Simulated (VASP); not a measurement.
# Sn (Immm) in VASP: a series of runs

Runs on Sn. Level: PBE. Tasks: single point.

Everything below comes from runs of VASP 6.6.1. Logs are shortened: lines on timing, memory, paths and dates and some standing lists are left out, and cuts for length are marked.

## Step 1: The crystal as given

It takes space group Immm (No. 71, orthorhombic). Conventional cell: a = 3.453 Å, b = 3.551 Å, c = 4.677 Å, α = 90.00°, β = 90.00°, γ = 90.00°. Sn (site symmetry mmm) is surrounded by 12 Sn at 3.41 to 3.55 Å.

This isn't the form of Sn at room conditions, which is tetragonal (white tin).

## Step 2: Single point, PBE

INCAR

```
SYSTEM = Sn
ADDGRID = .FALSE.
ALGO = Normal
EDIFF = 1E-7
ENCUT = 350
GGA = PE
ISIF = 2
ISMEAR = 1
LASPH = .TRUE.
LCHARG = .FALSE.
LREAL = .FALSE.
LWAVE = .FALSE.
NELM = 100
PREC = Accurate
SIGMA = 0.2
```

KPOINTS

```
k-points
0
G
  8 8 8
  0 0 0
```

POSCAR

```
Sn
1.0
   -1.7265390000      1.7755470000      2.3383420000
    1.7265390000     -1.7755470000      2.3383420000
    1.7265390000      1.7755470000     -2.3383420000
Sn
1
Direct
    0.0000000000      0.0000000000      0.0000000000
```

Potentials or basis: VASP PAW PBE potentials, release 64 (Sn).

The run is started by

```bash
$ cat potpaw_PBE.64/Sn/POTCAR > POTCAR
$ mpirun -np 1 vasp_std > vasp.out
```

OUTCAR:

```text
SYSTEM = Sn
   EDIFF = 1E-7
   ENCUT = 350
   GGA = PE
   ISIF = 2
   ISMEAR = 1
   LASPH = .TRUE.
   LREAL = .FALSE.
   NELM = 100
   PREC = Accurate

 Found     95 irreducible k-points:

 Following reciprocal coordinates:
            Coordinates               Weight
  0.000000  0.000000  0.000000      1.000000
  0.125000  0.000000  0.000000      4.000000
  0.250000  0.000000  0.000000      4.000000
  0.375000  0.000000  0.000000      4.000000
  0.500000  0.000000  0.000000      2.000000
 -0.000000  0.125000  0.000000      4.000000
   k-points           NKPTS =     95   k-points in BZ     NKDIM =     95   number of bands    NBANDS=      6
   number of dos      NEDOS =    301   number of ions     NIONS =      1
   total plane-waves  NPLWV =  13824
   dimension x,y,z NGX =    24 NGY =   24 NGZ =   24
   dimension x,y,z NGXF=    48 NGYF=   48 NGZF=   48
   ions per type =               1
   NGX,Y,Z   is equivalent  to a cutoff of  11.71, 11.71, 11.71 a.u.
   NGXF,Y,Z  is equivalent  to a cutoff of  23.43, 23.43, 23.43 a.u.
 SYSTEM =  Sn
   PREC   = accura    normal or accurate (medium, high low for compatibility)
   ISTART =      0    job   : 0-new  1-cont  2-samecut
   ICHARG =      2    charge: 1-file 2-atom 10-const
   ISPIN  =      1    spin polarized calculation?
   LNONCOLLINEAR =      F non collinear calculations
   LSORBIT =      F    spin-orbit coupling
   LASPH  =      T    aspherical Exc in radial PAW
   ENCUT  =  350.0 eV  25.72 Ry    5.07 a.u.   5.20  5.20  5.20*2*pi/ulx,y,z
   NELM   =    100;   NELMIN=  2; NELMDL= -5     # of ELM steps
   EDIFF  = 0.1E-06   stopping-criterion for ELM
   LREAL  =      F    real-space projection
   EDIFFG = 0.1E-05   stopping-criterion for IOM
   NSW    =      0    number of steps for IOM
   IBRION =     -1    ionic relax: 0-MD 1-quasi-New 2-CG
   NFREE  =      0    steps in history (QN), initial steepest desc. (CG)
   ISIF   =      2    stress and relaxation
   ISYM   =      2    0-nonsym 1-usesym 2-fastsym
   POTIM  = 0.5000    time-step for ionic-motion
   TEBEG  =    0.0;   TEEND  =   0.0 temperature during run
   PSTRESS=    0.0 pullay stress
   NELECT =       4.0000    total number of electrons
   NUPDOWN=      -1.0000    fix difference up-down
   EMIN   =  10.00;   EMAX   =-10.00  energy-range for DOS
   EFERMI =   0.00;   METHOD = LEGACY
   ISMEAR =     1;   SIGMA  =   0.20  broadening in eV -4-tet -1-fermi 0-gaus
   EFERMI_NEDOS =   21; number of points for ismear=-14 and -15
   IALGO  =     38    algorithm
   IMIX   =      4    mixing-type and parameters
     AMIX     =   0.40;   BMIX     =  1.00
     AMIX_MAG =   1.60;   BMIX_MAG =  1.00
  volume/ion in A,a.u.               =      28.67       193.50
  Fermi-wavevector in a.u.,A,eV,Ry     =   0.849055  1.604482  9.808370  0.720895
  Thomas-Fermi vector in A             =   1.964816
   LORBIT       =      0    0 simple, 1 ext, 2 COOP (PROOUT), +10 PAW based schemes
   GGA     = PE    functional components
   LHFCALC =     F    Hartree Fock is set to
   AEXX    =    0.0000 exact exchange contribution
   IVDW    =     0    specifies the selected vdW correction
   LEPSILON=     F    determine dielectric tensor
   LRPA    =     F    only Hartree local field effects (RPA)
 non-spin polarized calculation
 Methfessel and Paxton  Order N= 1 SIGMA  =   0.20
  energy-cutoff  :      350.00
  volume of cell :       28.67
 maximum number of plane-waves:       439
 NGX is ok and might be reduce to    24
   NGX = 11   NGY = 11   NGZ = 11

 number of electron       4.0000000 magnetization

 Free energy of the ion-electron system (eV)
  ---------------------------------------------------
  ext. energy  EPLUGINS =         0.00000000
  ---------------------------------------------------
  free energy    TOTEN  =        -3.78761339 eV

  energy without entropy =       -3.78678036  energy(sigma->0) =       -3.78733571

 E-fermi :   5.0011     XC(G=0):  -9.9668

 val. band max:        4.9922996217   @ k =   0.5000   0.5000   0.2500
 cond. band min:       5.0088913172   @ k =   0.2500  -0.1250   0.1250
 fundamental gap:      0.0165916955
 Fermi energy:         5.0011488332

 k-point     1 :       0.0000    0.0000    0.0000
  band No.  band energies     occupation
      1      -5.8265      2.00000
      2      11.9806      0.00000
      3      12.1210      0.00000
      4      12.5278      0.00000
      5      15.5896      0.00000
      6      15.8005      0.00000

 k-point     2 :       0.1250    0.0000    0.0000
  band No.  band energies     occupation
      1      -5.5246      2.00000
      2       9.4115      0.00000
      3      11.8130      0.00000
      4      11.9906      0.00000
      5      14.7294      0.00000
      6      16.6516      0.00000

 k-point     3 :       0.2500    0.0000    0.0000
  band No.  band energies     occupation
      1      -4.6249      2.00000
      2       5.6886     -0.00001
      3      11.0940      0.00000
      4      11.3684      0.00000
      5      14.3822      0.00000
      6      16.1841      0.00000

 k-point     4 :       0.3750    0.0000    0.0000
  band No.  band energies     occupation
      1      -3.1820      2.00000
      2       2.4291      2.00000
      3      10.4320      0.00000
      4      11.0526      0.00000
      5      14.3767      0.00000
      6      15.2790      0.00000

 k-point     5 :       0.5000    0.0000    0.0000
  band No.  band energies     occupation
      1      -1.9160      2.00000
      2       0.5442      2.00000
      3      10.1942      0.00000
      4      10.9460      0.00000
      5      14.4974      0.00000
      6      14.9679      0.00000

 k-point     6 :      -0.0000    0.1250    0.0000
  band No.  band energies     occupation
      1      -5.5120      2.00000
      2       9.8398      0.00000
      3      11.4594      0.00000
      4      11.8761      0.00000
      5      14.5470      0.00000
      6      16.4995      0.00000

 [... further k-points ...]

------------------------ aborting loop because EDIFF is reached ----------------------------------------

  FORCE on cell =-STRESS in cart. coord.  units (eV):
  Direction    XX          YY          ZZ          XY          YZ          ZX
  --------------------------------------------------------------------------------------
  -------------------------------------------------------------------------------------
  Total       -0.2485892     -0.1466527     -0.3330167     -0.0000000      0.0000000      0.0000000
  in kB      -13.8904507     -8.1945283    -18.6080158     -0.0000000      0.0000000      0.0000000
  external PRESSURE =     -13.5643316 kB  Pullay stress =       0.0000000 kB

 VOLUME and BASIS-vectors are now :
 -----------------------------------------------------------------------------
  energy-cutoff  :      350.00
  volume of cell :       28.67
      direct lattice vectors                 reciprocal lattice vectors
    -1.726539000  1.775547000  2.338342000     0.000000000  0.281603359  0.213826720
     1.726539000 -1.775547000  2.338342000     0.289596702  0.000000000  0.213826720
     1.726539000  1.775547000 -2.338342000     0.289596702  0.281603359  0.000000000

 POSITION                                       TOTAL-FORCE (eV/Angst)
 -----------------------------------------------------------------------------------
      0.00000      0.00000      0.00000         0.000000     -0.000000      0.000000
 -----------------------------------------------------------------------------------
    total drift:                                0.000000      0.000000      0.000000

  FREE ENERGIE OF THE ION-ELECTRON SYSTEM (eV)
  ---------------------------------------------------
  free  energy   TOTEN  =        -3.7876133929 eV

  energy  without entropy=       -3.7867803590  energy(sigma->0) =       -3.78733571
```

It took 5.5 s on 1 thread of Intel Xeon 6975P-C (Granite Rapids), shared host; peak memory 0.12 GiB.

The run converged, but some of its settings lie outside the range that counts as converged, so its numbers aren't taken as properties of the crystal.

What came out:

```yaml
Free_energy: -3.7876 eV
Pressure: -1.4 GPa
Band_gap_on_the_k_mesh: none (metal or under the smearing width)
```

## Step 3: Single point, PBE

INCAR is that of step 2.

KPOINTS is that of step 2.

POSCAR

```
Sn
1.0
   -1.6810770000      1.7214010000      2.3373330000
    1.7271670000     -1.7623000000      2.4024190000
    1.7145940000      1.7948920000     -2.3683880000
Sn
1
Direct
    0.0245380000     -0.0183670000      0.0024320000
```

Potentials or basis: VASP PAW PBE potentials, release 64 (Sn).

The run is started by

```bash
$ cat potpaw_PBE.64/Sn/POTCAR > POTCAR
$ mpirun -np 1 vasp_std > vasp.out
```

OUTCAR:

```text
SYSTEM = Sn
   EDIFF = 1E-7
   ENCUT = 350
   GGA = PE
   ISIF = 2
   ISMEAR = 1
   LASPH = .TRUE.
   LREAL = .FALSE.
   NELM = 100
   PREC = Accurate

 Found    260 irreducible k-points:

 Following reciprocal coordinates:
            Coordinates               Weight
  0.000000  0.000000  0.000000      1.000000
  0.125000  0.000000  0.000000      2.000000
  0.250000  0.000000  0.000000      2.000000
  0.375000  0.000000  0.000000      2.000000
  0.500000  0.000000  0.000000      1.000000
  0.000000  0.125000 -0.000000      2.000000
   k-points           NKPTS =    260   k-points in BZ     NKDIM =    260   number of bands    NBANDS=      6
   number of dos      NEDOS =    301   number of ions     NIONS =      1
   total plane-waves  NPLWV =  11520
   dimension x,y,z NGX =    20 NGY =   24 NGZ =   24
   dimension x,y,z NGXF=    40 NGYF=   48 NGZF=   48
   ions per type =               1
   NGX,Y,Z   is equivalent  to a cutoff of   9.91, 11.59, 11.63 a.u.
   NGXF,Y,Z  is equivalent  to a cutoff of  19.82, 23.17, 23.26 a.u.
 SYSTEM =  Sn
   PREC   = accura    normal or accurate (medium, high low for compatibility)
   ISTART =      0    job   : 0-new  1-cont  2-samecut
   ICHARG =      2    charge: 1-file 2-atom 10-const
   ISPIN  =      1    spin polarized calculation?
   LNONCOLLINEAR =      F non collinear calculations
   LSORBIT =      F    spin-orbit coupling
   LASPH  =      T    aspherical Exc in radial PAW
   ENCUT  =  350.0 eV  25.72 Ry    5.07 a.u.   5.12  5.25  5.23*2*pi/ulx,y,z
   NELM   =    100;   NELMIN=  2; NELMDL= -5     # of ELM steps
   EDIFF  = 0.1E-06   stopping-criterion for ELM
   LREAL  =      F    real-space projection
   EDIFFG = 0.1E-05   stopping-criterion for IOM
   NSW    =      0    number of steps for IOM
   IBRION =     -1    ionic relax: 0-MD 1-quasi-New 2-CG
   NFREE  =      0    steps in history (QN), initial steepest desc. (CG)
   ISIF   =      2    stress and relaxation
   ISYM   =      2    0-nonsym 1-usesym 2-fastsym
   POTIM  = 0.5000    time-step for ionic-motion
   TEBEG  =    0.0;   TEEND  =   0.0 temperature during run
   PSTRESS=    0.0 pullay stress
   NELECT =       4.0000    total number of electrons
   NUPDOWN=      -1.0000    fix difference up-down
   EMIN   =  10.00;   EMAX   =-10.00  energy-range for DOS
   EFERMI =   0.00;   METHOD = LEGACY
   ISMEAR =     1;   SIGMA  =   0.20  broadening in eV -4-tet -1-fermi 0-gaus
   EFERMI_NEDOS =   21; number of points for ismear=-14 and -15
   IALGO  =     38    algorithm
   IMIX   =      4    mixing-type and parameters
     AMIX     =   0.40;   BMIX     =  1.00
     AMIX_MAG =   1.60;   BMIX_MAG =  1.00
  volume/ion in A,a.u.               =      28.67       193.50
  Fermi-wavevector in a.u.,A,eV,Ry     =   0.849055  1.604482  9.808370  0.720895
  Thomas-Fermi vector in A             =   1.964816
   LORBIT       =      0    0 simple, 1 ext, 2 COOP (PROOUT), +10 PAW based schemes
   GGA     = PE    functional components
   LHFCALC =     F    Hartree Fock is set to
   AEXX    =    0.0000 exact exchange contribution
   IVDW    =     0    specifies the selected vdW correction
   LEPSILON=     F    determine dielectric tensor
   LRPA    =     F    only Hartree local field effects (RPA)
 non-spin polarized calculation
 Methfessel and Paxton  Order N= 1 SIGMA  =   0.20
  energy-cutoff  :      350.00
  volume of cell :       28.67
 maximum number of plane-waves:       435
   NGX = 11   NGY = 11   NGZ = 11

 number of electron       4.0000000 magnetization

 Free energy of the ion-electron system (eV)
  ---------------------------------------------------
  ext. energy  EPLUGINS =         0.00000000
  ---------------------------------------------------
  free energy    TOTEN  =        -3.78487200 eV

  energy without entropy =       -3.78440614  energy(sigma->0) =       -3.78471671

 E-fermi :   5.0362     XC(G=0):  -9.9666

 val. band max:        5.0197839470   @ k =   0.2500   0.2500   0.0000
 cond. band min:       5.0390295337   @ k =   0.5000   0.0000   0.2500
 fundamental gap:      0.0192455867
 Fermi energy:         5.0361844502

 k-point     1 :       0.0000    0.0000    0.0000
  band No.  band energies     occupation
      1      -5.8273      2.00000
      2      11.8341      0.00000
      3      12.2039      0.00000
      4      12.5651      0.00000
      5      15.5959      0.00000
      6      15.7602      0.00000

 k-point     2 :       0.1250    0.0000    0.0000
  band No.  band energies     occupation
      1      -5.5181      2.00000
      2       9.6695      0.00000
      3      11.5639      0.00000
      4      11.9406      0.00000
      5      14.6322      0.00000
      6      16.4790      0.00000
[... 28 lines left out ...]
 k-point     6 :       0.0000    0.1250   -0.0000
  band No.  band energies     occupation
      1      -5.5212      2.00000
      2       9.5500      0.00000
      3      11.4833      0.00000
      4      12.1138      0.00000
      5      14.7049      0.00000
      6      16.4535      0.00000

 [... further k-points ...]

------------------------ aborting loop because EDIFF is reached ----------------------------------------

  FORCE on cell =-STRESS in cart. coord.  units (eV):
  Direction    XX          YY          ZZ          XY          YZ          ZX
  --------------------------------------------------------------------------------------
  -------------------------------------------------------------------------------------
  Total       -0.2293377     -0.1584909     -0.2952212     -0.0540430      0.0366487      0.0396573
  in kB      -12.8147312     -8.8560151    -16.4961081     -3.0197682      2.0478252      2.2159346
  external PRESSURE =     -12.7222848 kB  Pullay stress =       0.0000000 kB

 VOLUME and BASIS-vectors are now :
 -----------------------------------------------------------------------------
  energy-cutoff  :      350.00
  volume of cell :       28.67
      direct lattice vectors                 reciprocal lattice vectors
    -1.681077000  1.721401000  2.337333000    -0.004822354  0.286321943  0.213499049
     1.727167000 -1.762300000  2.402419000     0.288499269 -0.000911461  0.208168231
     1.714594000  1.794892000 -2.368388000     0.287885548  0.281643047 -0.000369160

 POSITION                                       TOTAL-FORCE (eV/Angst)
 -----------------------------------------------------------------------------------
      1.65836     -1.68333      2.40989         0.000000     -0.000000     -0.000000
 -----------------------------------------------------------------------------------
    total drift:                                0.000000     -0.000000     -0.000000

  FREE ENERGIE OF THE ION-ELECTRON SYSTEM (eV)
  ---------------------------------------------------
  free  energy   TOTEN  =        -3.7848720018 eV

  energy  without entropy=       -3.7844061353  energy(sigma->0) =       -3.78471671
```

It took 13 s on 1 thread of Intel Xeon 6975P-C (Granite Rapids), shared host; peak memory 0.15 GiB.

These settings aren't checked as converged: the numbers below hold their error.

Results:

- Free energy: -3.7849 eV
- Pressure: -1.3 GPa
- Band gap on the k mesh: none (metal or under the smearing width)

## Step 4: Single point, PBE

Changes to INCAR since step 3:

```diff
@@ -4,3 +4,3 @@
 EDIFF = 1E-7
-ENCUT = 350
+ENCUT = 700
 GGA = PE
```

KPOINTS

```
k-points
0
G
  6 6 6
  0 0 0
```

POSCAR

```
Sn
1.0
   -1.7265390000      1.7755470000      2.3383420000
    1.7265390000     -1.7755470000      2.3383420000
    1.7265390000      1.7755470000     -2.3383420000
Sn
1
Direct
    0.0000000000      0.0000000000      0.0000000000
```

Potentials or basis: VASP PAW PBE potentials, release 64 (Sn).

The run is started by

```bash
$ cat potpaw_PBE.64/Sn/POTCAR > POTCAR
$ mpirun -np 1 vasp_std > vasp.out
```

OUTCAR:

```text
SYSTEM = Sn
   EDIFF = 1E-7
   ENCUT = 700
   GGA = PE
   ISIF = 2
   ISMEAR = 1
   LASPH = .TRUE.
   LREAL = .FALSE.
   NELM = 100
   PREC = Accurate

 Found     46 irreducible k-points:

 Following reciprocal coordinates:
            Coordinates               Weight
  0.000000  0.000000  0.000000      1.000000
  0.166667  0.000000 -0.000000      4.000000
  0.333333  0.000000  0.000000      4.000000
  0.500000  0.000000 -0.000000      2.000000
 -0.000000  0.166667  0.000000      4.000000
  0.166667  0.166667  0.000000      8.000000
   k-points           NKPTS =     46   k-points in BZ     NKDIM =     46   number of bands    NBANDS=      6
   number of dos      NEDOS =    301   number of ions     NIONS =      1
   total plane-waves  NPLWV =  27000
   dimension x,y,z NGX =    30 NGY =   30 NGZ =   30
   dimension x,y,z NGXF=    60 NGYF=   60 NGZF=   60
   ions per type =               1
   NGX,Y,Z   is equivalent  to a cutoff of  14.64, 14.64, 14.64 a.u.
   NGXF,Y,Z  is equivalent  to a cutoff of  29.29, 29.29, 29.29 a.u.
 SYSTEM =  Sn
   PREC   = accura    normal or accurate (medium, high low for compatibility)
   ISTART =      0    job   : 0-new  1-cont  2-samecut
   ICHARG =      2    charge: 1-file 2-atom 10-const
   ISPIN  =      1    spin polarized calculation?
   LNONCOLLINEAR =      F non collinear calculations
   LSORBIT =      F    spin-orbit coupling
   LASPH  =      T    aspherical Exc in radial PAW
[... 58 lines left out ...]

 k-point     1 :       0.0000    0.0000    0.0000
  band No.  band energies     occupation
      1      -5.8199      2.00000
      2      11.9876      0.00000
      3      12.1308      0.00000
      4      12.5352      0.00000
      5      15.5933      0.00000
      6      15.8077      0.00000
[... 37 lines left out ...]
 k-point     6 :       0.1667    0.1667    0.0000
  band No.  band energies     occupation
      1      -4.3375      2.00000
      2       6.4855     -0.00000
      3       7.5741     -0.00000
      4      11.8099      0.00000
      5      15.3654      0.00000
      6      15.8664      0.00000

 [... further k-points ...]

------------------------ aborting loop because EDIFF is reached ----------------------------------------

  FORCE on cell =-STRESS in cart. coord.  units (eV):
  Direction    XX          YY          ZZ          XY          YZ          ZX
  --------------------------------------------------------------------------------------
  -------------------------------------------------------------------------------------
  Total       -0.2984984      0.3659773     -0.2393386      0.0000000      0.0000000      0.0000000
  in kB      -16.6792277     20.4497573    -13.3735534      0.0000000      0.0000000      0.0000000
  external PRESSURE =      -3.2010079 kB  Pullay stress =       0.0000000 kB

 VOLUME and BASIS-vectors are now :
 -----------------------------------------------------------------------------
  energy-cutoff  :      700.00
  volume of cell :       28.67
      direct lattice vectors                 reciprocal lattice vectors
    -1.726539000  1.775547000  2.338342000     0.000000000  0.281603359  0.213826720
     1.726539000 -1.775547000  2.338342000     0.289596702  0.000000000  0.213826720
     1.726539000  1.775547000 -2.338342000     0.289596702  0.281603359  0.000000000

 POSITION                                       TOTAL-FORCE (eV/Angst)
 -----------------------------------------------------------------------------------
      0.00000      0.00000      0.00000         0.000000      0.000000      0.000000
 -----------------------------------------------------------------------------------
    total drift:                                0.000000     -0.000000      0.000000

  FREE ENERGIE OF THE ION-ELECTRON SYSTEM (eV)
  ---------------------------------------------------
  free  energy   TOTEN  =        -3.6657151809 eV

  energy  without entropy=       -3.6615504468  energy(sigma->0) =       -3.66432694
```

It took 7.9 s on 1 thread of Intel Xeon 6975P-C (Granite Rapids), shared host; peak memory 0.16 GiB.

These settings aren't checked as converged: the numbers below hold their error.

What came out:

```
Free energy            : -3.6657 eV
Pressure               : -0.3 GPa
Band gap on the k mesh : none (metal or under the smearing width)
```

Caveat: the k mesh is coarse (spacing up to 0.42 Å⁻¹), so the values aren't converged.

[end of part 1 of 2]
